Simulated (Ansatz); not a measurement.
The system is Tl.

```
Tl
1.0
    -1.95600    1.95600    1.95600
     1.95600   -1.95600    1.95600
     1.95600    1.95600   -1.95600
Tl
1
Cartesian
  0.0000 0.0000 0.0000
```

This isn't the form of Tl at room conditions, which is hcp.

| Property | Result |
| --- | --- |
| Program | Ansatz 0.2.0 |
| Task | relaxation of cell and atoms |
| Functional | PBEsol |
| Dispersion | D4 |
| Potentials or basis | all-electron LAPW, scalar-relativistic |
| Basis error allowed | 0.0005 eV/atom |
| k mesh | 10 × 10 × 10 |
| Occupations | fermi-dirac, width 0.025 eV |
| Spin | collinear spin, random start, moments held on the sites |
| Starting moments | [0.3] μB |

At the start: volume 29.93 Å³/atom.

Problem. Where does the relaxation end?

Solution. Over 5 steps the energy falls by 18.4 meV/atom and the volume is 27.72 Å³/atom (-7.4 %); space group Im-3m (No. 229, to 0.05 Å); moment 0.43 μB per cell.

The path:
```tsv
step	energy change (eV)	largest force (eV/Å)	volume (Å³)
1	0.0000	0.0000	29.93
2	-0.0168	0.0000	28.33
3	-0.0183	0.0000	27.61
4	-0.0184	0.0000	27.72
5	-0.0184	0.0000	27.72
```

Final structure:
```
Tl
1.0
    -1.90665    1.90665    1.90665
     1.90665   -1.90665    1.90665
     1.90665    1.90665   -1.90665
Tl
1
Cartesian
  0.0000 0.0000 0.0000
```

Caveat: the SCF stop doesn't bound the stress; each atom's moment is held at its typed value, so this isn't a free magnetic state.
